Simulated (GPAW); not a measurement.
# Dielectric function and optical constants of SiC (Moissanite 3C)

Aim: the dielectric function of SiC (Moissanite 3C), and the optical constants that follow from it.

Method: DFT, PBE, plane-wave PAW (GPAW data sets), scalar-relativistic, RPA, optical limit, in GPAW 26.7.0.

## (1) Starting point

Symmetry: F-43m, No. 216, cubic system. Conventional cell: a = 4.358 Å, b = 4.358 Å, c = 4.358 Å, α = 90.00°, β = 90.00°, γ = 90.00°. Nearest to Si lie 4 C at 1.89 Å. Nearest to C lie 4 Si at 1.89 Å. Farther neighbours are not listed.

As a file:

```cif
data_structure
_symmetry_space_group_name_H-M 'P 1'
_symmetry_Int_Tables_number 1
_cell_length_a 3.0816
_cell_length_b 3.0816
_cell_length_c 3.0816
_cell_angle_alpha 60.000
_cell_angle_beta 60.000
_cell_angle_gamma 60.000
_cell_volume 20.69
loop_
_atom_site_label
_atom_site_type_symbol
_atom_site_fract_x
_atom_site_fract_y
_atom_site_fract_z
_atom_site_occupancy
Si1 Si 0.00000 0.00000 0.00000 1
C2 C 0.75000 0.75000 0.75000 1
```

## (2) Ground state

First the ground state: is it a metal or has it a gap?

This step: DFT, PBE, plane-wave PAW (GPAW data sets), scalar-relativistic, ground state (GPAW 26.7.0).

The input, gs.py:

```python
from ase import Atoms
from ase.dft.bandgap import bandgap
from gpaw import GPAW, PW, FermiDirac

atoms = Atoms(['Si', 'C'],
              cell=[[0.000000000000, 2.179000000000, 2.179000000000],
                    [2.179000000000, 0.000000000000, 2.179000000000],
                    [2.179000000000, 2.179000000000, 0.000000000000]],
              scaled_positions=[[0.000000000000, 0.000000000000, 0.000000000000],
                                [0.750000000000, 0.750000000000, 0.750000000000]],
              pbc=[True, True, True])
atoms.calc = GPAW(mode=PW(500), xc='PBE', kpts={'size': (9, 9, 9), 'gamma': True},
                  occupations=FermiDirac(0.05), maxiter=150, txt='gs.txt')
print('energy (eV)', atoms.get_potential_energy())
print('Fermi level (eV)', atoms.calc.get_fermi_level())
print('valence electrons', atoms.calc.get_number_of_electrons())
print('gap (eV)', bandgap(atoms.calc, output=None)[0])
print('direct gap (eV)', bandgap(atoms.calc, direct=True, output=None)[0])
atoms.calc.write('gs.gpw')
```

On the command line:

```console
OMP_NUM_THREADS=1 python gs.py
```

Numbers of over 12 decimals in the logs are rounded to 6 here.

Log:

```text
__  _  _
 | _ |_)|_||  |
 |__||  | ||/\| - 26.7.0

Versions:
  Python: 3.12.14
  ASE:    3.29.0
  Numpy:  2.5.5
  Scipy:  1.18.1
  Libxc:  7.0.0

Input parameters:
  mode=PW(ecut=500.0),
  kpts=MonkhorstPack(size=(9, 9, 9), gamma=True),
  maxiter=150,
  occupations=Occupations(name='fermi-dirac', width=0.05, fixmagmom=False),
  xc=XC(name='PBE')

Diagonalizing LCAO Hamiltonian
Converting LCAO to pw mode

                 C

       Si

Atoms  # Å, Bohr magnetons
|   | symbol |        x |        y |        z |    initial magnetic moments |
| 0 |     Si | 0.000000 | 0.000000 | 0.000000 | ( 0.0000,  0.0000,  0.0000) |
| 1 |      C | 3.268500 | 3.268500 | 3.268500 | ( 0.0000,  0.0000,  0.0000) |

Unit cell  # Å
| periodic |        x |        y |        z |  lengths |    angles |
|      yes | 0.000000 | 2.179000 | 2.179000 | 3.081571 | 60.000000 |
|      yes | 2.179000 | 0.000000 | 2.179000 | 3.081571 | 60.000000 |
|      yes | 2.179000 | 2.179000 | 0.000000 | 3.081571 | 60.000000 |

Number of symmetries: 24
Symmetry operations  # r_c * U_cc + t_c -> r_c
|    | kind |            matrix            |
|  0 |  E   |  1, 0, 0,  0, 1, 0,  0, 0, 1 |
|  1 |  σ   |  1, 0, 0,  0, 0, 1,  0, 1, 0 |
|  2 |  σ   |  1, 0,-1,  0, 1,-1,  0, 0,-1 |
|  3 |  C3  |  1, 0,-1,  0, 0,-1,  0, 1,-1 |
|  4 |  C3  |  1,-1, 0,  0,-1, 1,  0,-1, 0 |
|  5 |  σ   |  1,-1, 0,  0,-1, 0,  0,-1, 1 |
|  6 |  σ   |  0, 1, 0,  1, 0, 0,  0, 0, 1 |
|  7 |  C3  |  0, 1, 0,  0, 0, 1,  1, 0, 0 |
|  8 |  C2  |  0, 1,-1,  1, 0,-1,  0, 0,-1 |
|  9 |  S4  |  0, 1,-1,  0, 0,-1,  1, 0,-1 |
| 10 |  C3  |  0, 0, 1,  1, 0, 0,  0, 1, 0 |
| 11 |  σ   |  0, 0, 1,  0, 1, 0,  1, 0, 0 |
| 12 |  S4  |  0, 0,-1,  1, 0,-1,  0, 1,-1 |
| 13 |  C3  |  0, 0,-1,  0, 1,-1,  1, 0,-1 |
| 14 |  S4  |  0,-1, 1,  1,-1, 0,  0,-1, 0 |
| 15 |  C2  |  0,-1, 1,  0,-1, 0,  1,-1, 0 |
| 16 |  C3  |  0,-1, 0,  1,-1, 0,  0,-1, 1 |
| 17 |  S4  |  0,-1, 0,  0,-1, 1,  1,-1, 0 |
| 18 |  S4  | -1, 1, 0, -1, 0, 1, -1, 0, 0 |
| 19 |  C3  | -1, 1, 0, -1, 0, 0, -1, 0, 1 |
| 20 |  C3  | -1, 0, 1, -1, 1, 0, -1, 0, 0 |
| 21 |  S4  | -1, 0, 1, -1, 0, 0, -1, 1, 0 |
| 22 |  σ   | -1, 0, 0, -1, 1, 0, -1, 0, 1 |
| 23 |  C2  | -1, 0, 0, -1, 0, 1, -1, 1, 0 |

BZ-sampling:
  Number of BZ points: 729
  Number of IBZ points: 35

  Monkhorst-Pack size: [9, 9, 9]
  Monkhorst-Pack shift: [0, 0, 0]

K-points  # in reciprocal-cell coordinates
|     |                                coordinates |     weight |
|   0 | (  0.00000000,   0.00000000,   0.00000000) | 0.00137174 |
|   1 | (  0.11111111,   0.11111111,   0.00000000) | 0.00823045 |
|   2 | (  0.11111111,   0.11111111,   0.11111111) | 0.01097394 |
|   3 | (  0.22222222,   0.11111111,   0.11111111) | 0.01646091 |
|   4 | (  0.22222222,   0.22222222,   0.00000000) | 0.00823045 |
|   5 | (  0.22222222,   0.22222222,   0.11111111) | 0.03292181 |
|   6 | (  0.22222222,   0.22222222,   0.22222222) | 0.01097394 |
|   7 | (  0.33333333,   0.22222222,   0.11111111) | 0.03292181 |
|   8 | (  0.33333333,   0.22222222,   0.22222222) | 0.03292181 |
|   9 | (  0.33333333,   0.33333333,  -0.33333333) | 0.01646091 |
| ... |                                            |            |
|  34 | (  0.44444444,   0.44444444,   0.44444444) | 0.01097394 |

Plane wave coefficients: 534
Cutoff: 500.0 eV

Spin-components: 1 (collinear spins)
Bands:           8
Projectors:      10
Spin-degeneracy: 2
Datatype:        complex128

Parallelization:
  kpt:    1
  domain: 1
  band:   1

Density:
  Valence electrons: 8.0
  Components: 1
  Grid points: [16 16 16]
  Charge: 0.0  # |e|

Potential:
  Grid points: [16 16 16]

species:
  Si:
    name:    Silicon
    id:
    Z:       14.0
    valence: 4
    core:    10
    charge:  0.0  # [|e|]
    compensation charges:
      type: gauss
      rc: 0.33  # [Å]
      lmax: 2
    cutoffs:
      filter: 1.86  # [Å]
      core: 2.06  # [Å]
    projectors
    | kind |    occ | energy [eV] | rcut [Å] |
    |   3s |  2.000 |     -10.812 |    1.058 |
    |   3p |  2.000 |      -4.081 |    1.058 |
    |    s |        |      16.399 |    1.058 |
    |    p |        |      23.130 |    1.058 |
    |    d |        |       0.000 |    1.058 |

    Using partial waves for Si as LCAO basis

  C:
    name:    Carbon
    id:
    Z:       6.0
    valence: 4
    core:    2
    charge:  0.0  # [|e|]
    compensation charges:
      type: gauss
      rc: 0.20  # [Å]
      lmax: 2
    cutoffs:
      filter: 1.14  # [Å]
      core: 1.14  # [Å]
    projectors
    | kind |    occ | energy [eV] | rcut [Å] |
    |   2s |  2.000 |     -13.751 |    0.635 |
    |   2p |  2.000 |      -5.284 |    0.635 |
    |    s |        |      13.461 |    0.635 |
    |    p |        |      21.927 |    0.635 |
    |    d |        |       0.000 |    0.635 |

    Using partial waves for C as LCAO basis

Reference energy: -8913.972366  # eV

eigensolver:
  PPCG
  Converge bands: occupied
  niter=2

density mixing:
  MSR1-Mixer
  Pratt-step length: 0.05
  Maximum mixing coefficient: 0.75
  Old densities: 10
  SVD Regularization: 0.005
  Good broyden scale: 1.0
  Trust region scale: 1.0
  Backstep threshold: 4.0
  History deletion threshold: 6.0
  Fourier metric: weight=20.0, sigma=0.015

occupation numbers:
  Fermi-Dirac:
    width: 0.0500  # eV

poisson solver:
  ecut: 4000.0  # eV

xc functional:
  name: PBE with 2 nearest neighbor stencil

convergence criteria:
- Maximum [total energy] change in last 3 cyles: 0.0005 eV / valence electron
- Maximum integral of absolute [dens]ity change: 0.0001 electrons / valence electron
- Maximum integral of absolute [eigenst]ate change: 4e-08 eV^2 / valence electron
maximum number of iterations: 150

SCF iterations
|iter     |      energy | eigst |  dens |
|iter:   1||  -16.581749 | -0.15 |       |
|iter:   2||  -16.206813 | -2.21 | -0.56 |
|iter:   3||  -14.957277 | -0.88 | -0.61 |
|iter:   4||  -14.963082 | -2.82 | -1.32 |
|iter:   5||  -14.966387 | -3.46 | -1.68 |
|iter:   6||  -14.966456c| -5.45 | -2.67 |
|iter:   7||  -14.966462c| -6.60 | -3.27 |
|iter:   8||  -14.966462c| -8.24c| -4.14c|

Converged in 8 steps
SCF loop duration: 1.373 s (0.172 s/step)
Energy contributions relative to reference atoms: (reference = -8913.972366)

Energy contributions:
  Kinetic:          16.192762
  Coulomb:         -13.616441
  Zero:             -0.024745
  External:          0.000000
  Xc:              -17.518038
  Entropy:          -0.000000
  Spinorbit:         0.000000
  ----------------------------
  Free energy:     -14.966462
  Extrapolated:    -14.966462

dipole moment: (-8.038476, -8.038476, -8.038476)  # |e|*Ang

Fermi level: 8.993
Eigenvalues  # (at kpt = [0.000, 0.000, 0.000])
| band index |      eig [eV] | occ [0-2] |
|          0 |        -7.165 |     2.000 |
|          1 |         8.249 |     2.000 |
|          2 |         8.249 |     2.000 |
|          3 |         8.249 |     2.000 |
|          4 |        14.510 |     0.000 |
|          5 |        15.551 |     0.000 |
|          6 |        15.551 |     0.000 |
|          7 |        15.551 |     0.000 |

Gap: 1.496 eV
Transition (v -> c):
  (s=0, k=0, n=3, [0.00, 0.00, 0.00]) -> (s=0, k=30, n=4, [0.44, 0.44, 0.00])
Direct/indirect transitions are different
Direct gap: 4.622 eV
Transition at: (s=0, k=30, n=3, [0.44, 0.44, 0.00])

--- standard output ---
energy (eV) -14.966462
Fermi level (eV) 8.993398
valence electrons 8.0
gap (eV) 1.495575
direct gap (eV) 4.621724
```

The job ended after 2.5 s (1 thread of AMD EPYC 9R14 (Zen 4), shared host; peak memory 0.13 GiB).

Read-outs, printed or worked out from the files:

- energy: -14.97 eV
- Fermi energy: 8.993 eV
- gap on the k-mesh: 1.496 eV
- direct gap on the mesh: 4.622 eV
- electrons: 8

There is a gap, 1.50 eV on this mesh (points off the mesh can give less), so no carriers' term is needed.

## (3) Bands for the response

The response needs many more empty bands than the density does.

This step: DFT, PBE, plane-wave PAW (GPAW data sets), scalar-relativistic, bands at fixed density (GPAW 26.7.0).

The input, nscf.py:

```python
from ase.dft.bandgap import bandgap
from gpaw import GPAW, FermiDirac

calc = GPAW('gs.gpw').fixed_density(kpts={'size': (14, 14, 14), 'gamma': True}, nbands=23, convergence={'bands': 17},
                                    occupations=FermiDirac(0.001), txt='nscf.txt')
print('gap (eV)', bandgap(calc, output=None)[0])
print('direct gap (eV)', bandgap(calc, direct=True, output=None)[0])
print('top band over the Fermi level (eV)', min(calc.get_eigenvalues(kpt=k)[16] for k in range(len(calc.get_ibz_k_points()))) - calc.get_fermi_level())
calc.write('full.gpw', mode='all')
```

On the command line:

```console
OMP_NUM_THREADS=1 python nscf.py
```

Log:

```text
Diagonalizing LCAO Hamiltonian
Converting LCAO to pw mode
convergence criteria:
- Maximum integral of absolute [eigenst]ate change: 4e-08 eV^2 / valence electron
maximum number of iterations: 150

SCF iterations
|iter     |      energy | eigst |  dens |
|iter:   1||             | +2.98 |       |
|iter:   2||             | +1.21 |       |
|iter:   3||             | -1.21 |       |
|iter:   4||             | -2.92 |       |
|iter:   5||             | -4.99 |       |
|iter:   6||             | -6.61 |       |
|iter:   7||             | -7.65c|       |
SCF steps: 7
  __  _  _
 | _ |_)|_||  |
 |__||  | ||/\| - 26.7.0

Versions:
  Python: 3.12.14
  ASE:    3.29.0
  Numpy:  2.5.5
  Scipy:  1.18.1
  Libxc:  7.0.0

Input parameters:
  mode=PW(ecut=500.0),
  convergence={'bands': 17},
  gpts=array([16, 16, 16]),
  kpts=MonkhorstPack(size=(14, 14, 14), gamma=True),
  maxiter=150,
  nbands=23,
  occupations=Occupations(name='fermi-dirac', width=0.001, fixmagmom=False),
  parallel={},
  xc=XC(name='PBE')

--- standard output ---
gap (eV) 1.349905
direct gap (eV) 4.542037
top band over the Fermi level (eV) 27.493790
```

The job ended after 9 s (1 thread; peak memory 0.17 GiB).

This step gave:

| Property | Result |
| --- | --- |
| gap on the k-mesh | 1.350 eV |
| direct gap on the mesh | 4.542 eV |

## (4) Dielectric function, RPA

Local fields let the induced charge screen the field inside the cell, which as a rule lowers ε, most along directions where the density is uneven.

This step: DFT, PBE, plane-wave PAW (GPAW data sets), scalar-relativistic, RPA, optical limit (GPAW 26.7.0).

The input, df.py:

```python
from gpaw.response.df import DielectricFunction

df = DielectricFunction('full.gpw', frequencies={'type': 'nonlinear', 'domega0': 0.03, 'omega2': 8},
                        ecut=50,
                        eta=0.15,
                        nbands=17,
                        txt='df.txt')
for direction in ['x', 'z']:
    df.get_dielectric_function(xc='RPA', direction=direction, filename=f'df_{direction}.csv')
```

On the command line:

```console
OMP_NUM_THREADS=1 python df.py
```

Log:

```text
Using integrator: PointIntegrator
NonLinearFrequencyDescriptor(from 0.000 to 49.462 eV, 464 points)
Nonperiodic BCs:  [False False False]
Using integrator: PointIntegrator
NonLinearFrequencyDescriptor(from 0.000 to 49.462 eV, 464 points)
Nonperiodic BCs:  [False False False]

Calculating chi0 body with:
    Ground state adapter containing:
    Number of spins: 1
    Number of kpoints: 2744
    Number of irreducible kpoints: 104
    Number of completely occupied states: 4
    Number of partially occupied states: 4

    Linear response parametrization:
    q_c: [0.0, 0.0, 0.0]
    Number of frequency points: 464
    Planewave cutoff: 50.0
    Number of bands: 17
    Number of planewaves: 15
    Broadening (eta): 0.15

Integrating chi0 body.

Symmetries of q_c:
    Direct symmetries (Uq -> q): 24
    Indirect symmetries (TUq -> q): 24
In total 48 allowed symmetries.

104 groups of equivalent kpoints. 96.209913% reduction.

Integral kind: spectral function

Calculating chi0 optical extensions with:
    Ground state adapter containing:
    Number of spins: 1
    Number of kpoints: 2744
    Number of irreducible kpoints: 104
    Number of completely occupied states: 4
    Number of partially occupied states: 4

    Linear response parametrization:
    Number of frequency points: 464
    Planewave cutoff: 50.0
    Number of bands: 17
    Number of planewaves: 15
    Broadening (eta): 0.15
Integrating chi0 head and wings.

Symmetries of q_c:
    Direct symmetries (Uq -> q): 24
    Indirect symmetries (TUq -> q): 24
In total 48 allowed symmetries.

104 groups of equivalent kpoints. 96.209913% reduction.

Integral kind: spectral function wings
```

It took 2.6 s on 1 thread; peak memory 0.2 GiB.

This step gave:

- electronic dielectric constant ε∞, mean over x, y and z (by symmetry where fewer were run): 6.719
- main peak of Im epsilon, first axis: 6.805 eV

Some rows of df_x.csv (energy; Re and Im without local fields; Re and Im with them):

```text
0.000000, 7.107151, 0.000000, 6.719300, 0.000000
0.429336, 7.128604, 0.015085, 6.738975, 0.013834
0.878195, 7.198133, 0.031708, 6.802734, 0.029073
1.347938, 7.326866, 0.051160, 6.920744, 0.046888
1.840057, 7.532732, 0.075541, 7.109366, 0.069190
2.356191, 7.845842, 0.108703, 7.396023, 0.099470
2.898142, 8.320735, 0.158810, 7.830298, 0.145124
3.467895, 9.070157, 0.247625, 8.514476, 0.225827
4.067647, 10.398663, 0.471345, 9.724228, 0.428525
4.699832, 12.698174, 2.173447, 11.810284, 1.970568
5.367152, 14.568553, 5.270922, 13.506944, 4.687228
6.072622, 15.376410, 10.587825, 14.457683, 9.425788
6.819608, 5.649954, 23.385992, 5.631802, 21.868289
7.611886, 1.564444, 9.872082, 0.913015, 8.887142
8.453705, -4.440644, 14.523241, -2.714193, 12.974930
9.349861, -5.083757, 7.819585, -3.597883, 7.760909
10.305790, -4.887436, 5.558028, -4.077960, 5.783792
11.327680, -3.548651, 2.758583, -3.158543, 2.943007
12.422601, -2.659388, 2.942599, -2.079412, 3.161050
13.598673, -2.116837, 1.630054, -1.880903, 1.832408
```

The Im ε, E ∥ x or z has structure finer than the step of the table below, so its rows give means over 0.5 eV, whole bins alone (the curve runs from 0 to 14.0 eV). Peaks (eV: height): 6.82: 21.9, 8.33: 13.8.

Values under the direct gap are tails of Lorentzian lines. The Im ε, E ∥ x or z by photon energy; means over each step:

| photon energy (eV) | Im ε, E ∥ x or z |
| --- | --- |
| 0.5 | 0.0162 |
| 1.0 | 0.0336 |
| 1.5 | 0.0535 |
| 2.0 | 0.0780 |
| 2.5 | 0.110 |
| 3.0 | 0.157 |
| 3.5 | 0.235 |
| 4.0 | 0.406 |
| 4.5 | 1.24 |
| 5.0 | 2.99 |
| 5.5 | 5.88 |
| 6.0 | 9.02 |
| 6.5 | 15.8 |
| 7.0 | 18.6 |
| 7.5 | 9.33 |
| 8.0 | 10.9 |
| 8.5 | 11.9 |
| 9.0 | 8.11 |
| 9.5 | 6.95 |
| 10.0 | 6.36 |
| 10.5 | 5.26 |
| 11.0 | 3.80 |
| 11.5 | 2.69 |
| 12.0 | 2.56 |
| 12.5 | 3.01 |
| 13.0 | 2.13 |
| 13.5 | 1.87 |

Re ε, E ∥ x or z against photon energy:

| photon energy (eV) | Re ε, E ∥ x or z |
| --- | --- |
| 0.0 | 6.72 |
| 0.5 | 6.75 |
| 1.0 | 6.83 |
| 1.5 | 6.97 |
| 2.0 | 7.19 |
| 2.5 | 7.50 |
| 3.0 | 7.93 |
| 3.5 | 8.56 |
| 4.0 | 9.55 |
| 4.5 | 11.3 |
| 5.0 | 12.5 |
| 5.5 | 14.1 |
| 6.0 | 14.1 |
| 6.5 | 13.1 |
| 7.0 | 0.205 |
| 7.5 | 0.153 |
| 8.0 | 2.71 |
| 8.5 | -3.35 |
| 9.0 | -1.99 |
| 9.5 | -3.51 |
| 10.0 | -2.24 |
| 10.5 | -3.40 |
| 11.0 | -4.10 |
| 11.5 | -2.84 |
| 12.0 | -1.67 |
| 12.5 | -2.24 |
| 13.0 | -2.34 |
| 13.5 | -1.92 |

Refractive index n and extinction k against photon energy:

| photon energy (eV) | n | k |
| --- | --- | --- |
| 0.0 | 2.59 | 0 |
| 0.5 | 2.60 | 0.00311 |
| 1.0 | 2.61 | 0.00640 |
| 1.5 | 2.64 | 0.0101 |
| 2.0 | 2.68 | 0.0145 |
| 2.5 | 2.74 | 0.0201 |
| 3.0 | 2.82 | 0.0277 |
| 3.5 | 2.93 | 0.0397 |
| 4.0 | 3.09 | 0.0633 |
| 4.5 | 3.36 | 0.174 |
| 5.0 | 3.56 | 0.405 |
| 5.5 | 3.83 | 0.764 |
| 6.0 | 3.91 | 1.09 |
| 6.5 | 4.07 | 1.87 |
| 7.0 | 3.13 | 3.09 |
| 7.5 | 2.13 | 2.10 |
| 8.0 | 2.62 | 2.03 |
| 8.5 | 2.18 | 2.84 |
| 9.0 | 1.76 | 2.26 |
| 9.5 | 1.44 | 2.37 |
| 10.0 | 1.53 | 2.14 |
| 10.5 | 1.15 | 2.18 |
| 11.0 | 0.820 | 2.18 |
| 11.5 | 0.721 | 1.83 |
| 12.0 | 0.795 | 1.52 |
| 12.5 | 0.892 | 1.74 |
| 13.0 | 0.608 | 1.64 |
| 13.5 | 0.616 | 1.52 |

The reflectivity at normal incidence, E ∥ x or z by photon energy; read off at these points:

| photon energy (eV) | reflectivity at normal incidence, E ∥ x or z (%) |
| --- | --- |
| 0.000 | 19.6 |
| 0.250 | 19.7 |
| 0.500 | 19.7 |
| 0.750 | 19.8 |
| 1.000 | 19.9 |
| 1.250 | 20.1 |
| 1.500 | 20.3 |
| 1.750 | 20.6 |
| 2.000 | 20.9 |
| 2.250 | 21.2 |
| 2.500 | 21.6 |
| 2.750 | 22.1 |
| 3.000 | 22.7 |
| 3.250 | 23.3 |
| 3.500 | 24.1 |
| 3.750 | 25.0 |
| 4.000 | 26.1 |
| 4.250 | 27.6 |
| 4.500 | 29.4 |
| 4.750 | 30.8 |
| 5.000 | 32.0 |
| 5.250 | 33.7 |
| 5.500 | 35.9 |
| 5.750 | 36.3 |
| 6.000 | 38.2 |
| 6.250 | 41.6 |
| 6.500 | 44.2 |
| 6.750 | 50.2 |
| 7.000 | 53.0 |
| 7.153 | 55.1 |
| 7.250 | 52.7 |
| 7.500 | 40.0 |
| 7.750 | 37.0 |
| 8.000 | 39.2 |
| 8.250 | 45.7 |
| 8.500 | 52.1 |
| 8.641 | 53.7 |
| 8.750 | 51.8 |
| 9.000 | 44.6 |
| 9.250 | 49.0 |
| 9.500 | 50.1 |
| 9.750 | 47.5 |
| 10.000 | 44.2 |
| 10.250 | 52.2 |
| 10.306 | 53.5 |
| 10.500 | 50.8 |
| 10.750 | 53.0 |
| 11.000 | 59.5 |
| 11.250 | 55.8 |
| 11.500 | 54.4 |
| 11.750 | 52.0 |
| 12.000 | 42.5 |
| 12.250 | 40.4 |
| 12.500 | 46.1 |
| 12.750 | 50.9 |
| 13.000 | 54.1 |
| 13.250 | 49.8 |
| 13.500 | 49.9 |
| 13.750 | 51.0 |

The loss function −Im 1/ε at q → 0, E ∥ x or z has structure finer than the step of the table below, so its rows give means over 0.5 eV, whole bins alone (the curve runs from 0 to 14.0 eV). Peaks (eV: height): 7.50: 0.112, 12.02: 0.286.

Values under the direct gap are tails of Lorentzian lines. The loss function −Im 1/ε at q → 0, E ∥ x or z by energy loss; means over each step:

| energy loss (eV) | loss function −Im 1/ε at q → 0, E ∥ x or z |
| --- | --- |
| 0.5 | 3.6e-4 |
| 1.0 | 7.2e-4 |
| 1.5 | 0.00110 |
| 2.0 | 0.00150 |
| 2.5 | 0.00196 |
| 3.0 | 0.00249 |
| 3.5 | 0.00318 |
| 4.0 | 0.00437 |
| 4.5 | 0.00949 |
| 5.0 | 0.0180 |
| 5.5 | 0.0264 |
| 6.0 | 0.0324 |
| 6.5 | 0.0375 |
| 7.0 | 0.0531 |
| 7.5 | 0.105 |
| 8.0 | 0.0886 |
| 8.5 | 0.0784 |
| 9.0 | 0.111 |
| 9.5 | 0.116 |
| 10.0 | 0.133 |
| 10.5 | 0.129 |
| 11.0 | 0.129 |
| 11.5 | 0.176 |
| 12.0 | 0.257 |
| 12.5 | 0.216 |
| 13.0 | 0.219 |
| 13.5 | 0.260 |

From ε follow the optical constants at some laser and lamp lines:

| wavelength (nm) | n | k | R (%) | 1/α |
| --- | --- | --- | --- | --- |
| 1550 | 2.61 | 0.005 | 19.8 | 24 µm |
| 1064 | 2.62 | 0.008 | 20.0 | 11 µm |
| 450 | 2.77 | 0.024 | 22.1 | 1.5 µm |
| 405 | 2.83 | 0.029 | 22.8 | 1.1 µm |
| 365 | 2.90 | 0.037 | 23.7 | 792 nm |
| 308 | 3.10 | 0.065 | 26.3 | 376 nm |
| 248 | 3.56 | 0.404 | 32.0 | 49 nm |

Below the direct gap, k and the depth come from the tails of the Lorentzian lines, not from transitions.

Rows near the edge hang on the gap, which this functional as a rule makes too small, and phonon-assisted absorption is left out.

## (5) What came out

```yaml
electronic_dielectric_constant_eps_infinity_mean_over_x_y_and_z_by_symmetry_where_fewer_were_run_rpa: 6.72
main_peak_of_im_epsilon_first_axis: 6.80 eV
```

What this shows: At this level (PBE, RPA) SiC has ε∞ = 6.72 and n = 2.61 at 1550 nm, and Im ε peaks at 6.8 eV. On the mesh the gap is 1.35 eV and the least direct gap 4.54 eV, so on this mesh the band edges lie at different points. Local fields change the static value along x from 7.11 to 6.72 (-5 %). Distinct maxima of Im ε, read by a parabola through the highest points, lie at 6.80 eV (22), 8.32 eV (14), 9.16 eV (8.6) and 10.11 eV (6.9). Excitons and phonon-assisted transitions are missing; PBE gaps are as a rule too small, which pulls the onset down and ε∞ up. The sum runs over mesh points, so small or evenly spaced maxima can still be ripples of the mesh.

[Machine, clock and banner lines and Python warnings are left out of the logs.]

[Logs are printed without paths, hosts, clocks, repeated set-up lines and the standing remarks that a program may print on its own settings, such as how far it seeks lower states.]

[Hosts, paths, dates, database ids (printed as entryN), source tags and the programs' standing remarks are cut or masked in the printed files.]
